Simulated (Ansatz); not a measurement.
# Settings and their price: generalised stacking fault on (111) (glide set) of a GaP-AlP solid solution (72 atoms)

The cell holds 72 atoms: 18 Al, 36 P and 18 Ga. Its edges and angles: a = 6.683 Å, b = 11.576 Å, c = 19.233 Å, α = 90.0°, β = 83.3°, γ = 90.0°. It derives from GaP and AlP. Zinc-blende GaP lattice (a = 5.4569 Å, the value set for the mixture), cell with z along [111], 1 x 3 x 2 periods; the third cell vector is tilted by 0.333 of 1/2[11-2] and lengthened by 0.2 Å, so the cell holds one fault (glide set); displaced by a Gaussian of 0.01 Å; 18 of 36 Ga sites given to Al at random (lattice constant by Vegard's rule between GaP and AlP).

Geometry: as built.

Reference run: Kohn-Sham DFT, PBE, PAW (set soft_2), plane waves (Ansatz 0.2.0), cutoff 420 eV, k-mesh 2×1×1, fermi-dirac smearing of 0.025 eV.

| Quantity | Value |
| --- | --- |
| r.m.s. force component | 0.314 eV/Å |
| pressure | 1.617 GPa |
| gap (highest filled to lowest empty level) | 1.408 eV |
| SCF cycles | 9 |
| time | 45 s on 4 threads of Arm Neoverse V2, shared host |

**Question.** The same geometry is run again with each of these changes. How far do the results move, and how long does each run take?
- support functions medium
- support functions low
- support functions high
- support functions medium, radius 3.96 Å
- support functions medium, radius 4.29 Å
- support functions medium, radius 4.58 Å
- support functions medium, radius 4.9 Å
- support functions medium, radius 5.52 Å
- support functions medium, radius 6.13 Å

Differences are against the plane-wave reference (Kohn-Sham DFT, PBE, PAW (set soft_2), plane waves), whose r.m.s. force component is 0.314 eV/Å. Energies are set beside the reference only for runs with its functional, potentials and electron count. Times are for 4 threads of Arm Neoverse V2, shared host. The reference's time includes the DOS, the stress and grids, which some other runs skip.

| run | Δ force, r.m.s. (meV/Å) | share of r.m.s. force (%) | Δ energy (meV/atom) | Δ gap (eV) | cycles | time | host memory (GiB) |
| --- | --- | --- | --- | --- | --- | --- | --- |
| reference | - | - | - | - | 9 | 45 s | 4.5 |
| support functions medium | 0.288 | 0.0916 | -0.853 | 6.0e-4 | 13 | 86 s | 2.8 |
| support functions low | 0.293 | 0.0934 | -0.853 | 6.0e-4 | 12 | 76 s | 2.8 |
| support functions high | 0.051 | 0.0164 | -0.855 | 0 | 16 | 4.8 min | 5.0 |
| support functions medium, radius 3.96 Å | 0.303 | 0.0964 | -0.856 | 0.0015 | 14 | 88 s | 2.7 |
| support functions medium, radius 4.29 Å | 0.227 | 0.0723 | -0.854 | 2.0e-4 | 13 | 1.7 min | 3.0 |
| support functions medium, radius 4.58 Å | 0.157 | 0.0502 | -0.849 | -1.0e-4 | 13 | 2.1 min | 3.3 |
| support functions medium, radius 4.9 Å | 0.133 | 0.0425 | -0.848 | -2.0e-4 | 13 | 2.7 min | 3.7 |
| support functions medium, radius 5.52 Å | 0.123 | 0.0392 | -0.848 | -2.0e-4 | 13 | 4.3 min | 4.7 |
| support functions medium, radius 6.13 Å | 0.125 | 0.0398 | -0.848 | -2.0e-4 | 13 | 6.4 min | 5.7 |

Among numerical settings the force difference runs from 0.051 meV/Å (support functions high) to 0.30 meV/Å (support functions medium, radius 3.96 Å). At 72 atoms the fastest of the runs at a preset level, support functions low, takes roughly 1.7 times the time of plane waves (whose run also made extra analyses, so the like-for-like ratio is larger), in 12 SCF cycles against 9. Differences between support functions and plane waves include what basis error the plane-wave run still has. As the radius goes from 3.96 to 6.13 Å, the force difference goes from 0.30 to 0.12 meV/Å, while the time lies between 86 s and 6.4 min. 

[Hosts, paths, dates, database ids (printed as entryN), source tags and the programs' standing remarks are cut or masked in the printed files.]
